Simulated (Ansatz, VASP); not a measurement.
# FeSi in VASP and in Ansatz

```
Fe Si
1.0
     2.73204    0.00000    0.00000
     0.00000    2.73204    0.00000
     0.00000    0.00000    2.73204
Fe Si
1 1
Cartesian
  0.0000 0.0000 0.0000
  1.3660 1.3660 1.3660
```

Alike in both runs: functional PBEsol; k mesh 16 × 16 × 16; occupations gaussian, width 0.05 eV; no spin polarisation.

Ansatz relaxed the structure, and its values are those at the end. VASP's run is a single point on that final structure, the one shown.

|  | VASP | Ansatz |
| --- | --- | --- |
| version | VASP 6.6.1 | Ansatz 0.2.0 |
| potentials or method | VASP PAW PBE potentials, release 64 (Fe, Si) | scalar-relativistic, plane waves, PAW |
| plane-wave cutoff (eV) | 520 | 420 |
| valence electrons in the cell | 12 | 20 |

|  | VASP | Ansatz | Ansatz less VASP |
| --- | --- | --- | --- |
| gap on the k mesh at the Fermi level (eV) | none | none | - |
| pressure (GPa) | 0.6 | 0.0 | -0.58 |

A gap of «none» marks a metal or a gap that the smearing closes. The two sets of potentials don't hold the same shells in valence.

Caveats: the PAW data sets were made with another functional, which shifts forces and pressure a little (VASP). Spin polarisation is off, so any magnetic state and its effect on volume and gap are missing.
